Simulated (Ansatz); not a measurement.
NaCl built on the CsCl prototype, relaxed with r2SCAN in the PAW code Ansatz. It is cubic, Pm-3m (No. 221); conventional cell a = 3.460 Å, 20.70 Å³ an atom. Around Na lie 8 Cl at 3.00 Å; around Cl lie 8 Na at 3.00 Å.

The axes x, y and z are those of this cell:
```
CELL_PARAMETERS angstrom
3.45955 0.00000 0.00000
0.00000 3.45955 0.00000
0.00000 0.00000 3.45955
ATOMIC_POSITIONS crystal
Na 0.00000 0.00000 0.00000
Cl 0.50000 0.50000 0.50000
```

Unstrained: With PBE the valence top lies at M and the conduction bottom at Γ, 4.105 eV higher; the smallest vertical gap, at Γ, is 4.626 eV. With r2SCAN the valence top lies at M and the conduction bottom at Γ, 4.916 eV higher; the smallest vertical gap, at Γ, is 5.454 eV. The HSE06 gap is indirect, 5.429 eV (M to Γ), below the direct gap of 5.993 eV at Γ. Meshes: PBE 8×8×8, r2SCAN 8×8×8, HSE06 6×6×6. Strains are changes of length per length, and xy shears are angles. After each strain the atoms were relaxed again with r2SCAN within the symmetry that the strain leaves, so tilts or polar shifts that break it weren't tested; points keep the names that they have in the unstrained zone. Spin-unpolarised throughout. Whether this structure exists isn't addressed.

Task: Apply xy shear, engineering strain (angle) +4.61 %. How far does the gap move, against the unstrained cell?

Result: PBE: the gap goes from 4.105 to 4.116 eV (+0.011 eV). r2SCAN: the gap goes from 4.916 to 4.927 eV (+0.011 eV). HSE06: the gap goes from 5.429 to 5.441 eV (+0.012 eV). The r2SCAN energy rises by -0.2 meV an atom.

Task: Apply isotropic +4.12 % on every length. How far does the gap move, against the unstrained cell?

Result: PBE: the gap goes from 4.105 to 3.716 eV (-0.389 eV). r2SCAN: the gap goes from 4.916 to 4.499 eV (-0.417 eV). HSE06: the gap goes from 5.429 to 5.012 eV (-0.417 eV). The r2SCAN energy rises by 24.7 meV an atom.

Task: One strain changed the r2SCAN stress by xx +4.97, yy +0.11, zz +0.11 GPa (compression positive) and the gap by -0.094 eV (PBE), -0.095 eV (r2SCAN), -0.088 eV (HSE06). Which kind of strain was it, and roughly how large?

Result: Uniaxial -4.84 % along x, other directions held. The pattern of the stress gives the kind; the size needs the stiffness, so it is an estimate.

The meshes of the hybrids are coarse, so their gaps aren't converged to the digits shown.
